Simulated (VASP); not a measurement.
Write the native input for VASP 6.6.1 that does the following.

```yaml
Task: single point
Functional: PBEsol
Potentials_or_basis: VASP PAW PBE potentials, release 64 (Ir)
Cutoff: 520 eV
k_mesh: 22 × 22 × 22
Occupations: gaussian, width 0.15 eV
Spin: no spin polarisation
Dipole_correction: no
Further_INCAR_settings: ALGO = Normal; EDIFF = 1e-07; NBANDS = 10
```

The structure of Ir lies in POSCAR:

```
Ir
1.0
    0.0000000000      1.9197000000      1.6317450000
    1.9197000000      0.0000000000      1.6317450000
    1.9197000000      1.9197000000      0.0000000000
Ir
1
Direct
    0.0000000000      0.0000000000      0.0000000000
```

This isn't the form of Ir at room conditions, which is fcc.

The cell isn't the ideal one: strain -0.1500 x Voigt [0, 0, 1, 0, 0, 0], atoms carried along.

These files were run (other wordings do the same):

INCAR

```
SYSTEM = Ir
  PREC = Accurate
  ENCUT = 520
  EDIFF = 1E-7
  ISMEAR = 0
  SIGMA = 0.15
  LREAL = .False.
  LASPH = .True.
  NELM = 100
  ALGO = Normal
  ISIF = 2
  LWAVE = .False.
  LCHARG = .True.
  GGA = PS
  LELF = .True.
  LVHAR = .True.
  NBANDS = 10
```

KPOINTS

```
Automatic mesh
0
Gamma
  22 22 22
  0 0 0
```

Potentials or basis: VASP PAW PBE potentials, release 64 (Ir).

The run is started by

```bash
$ cat potpaw_PBE.64/Ir/POTCAR > POTCAR
$ mpirun -np 1 vasp_std > vasp.out
```

It gave:

The pressure is 97.9 GPa and the band gap on the k mesh is none (metal or under the smearing width).

Caveat: the cell as given lies far from equilibrium; so large a pressure means that the cell lies far from this level's equilibrium, or that cutoff or potentials fall short; the potentials were made for another functional, which shifts forces and pressure.

Run time: 77 s on 1 thread of Intel(R) Xeon(R) Platinum 8375C CPU @ 2.90GHz (Ice Lake) (shared host), peak memory 0.22 GiB.
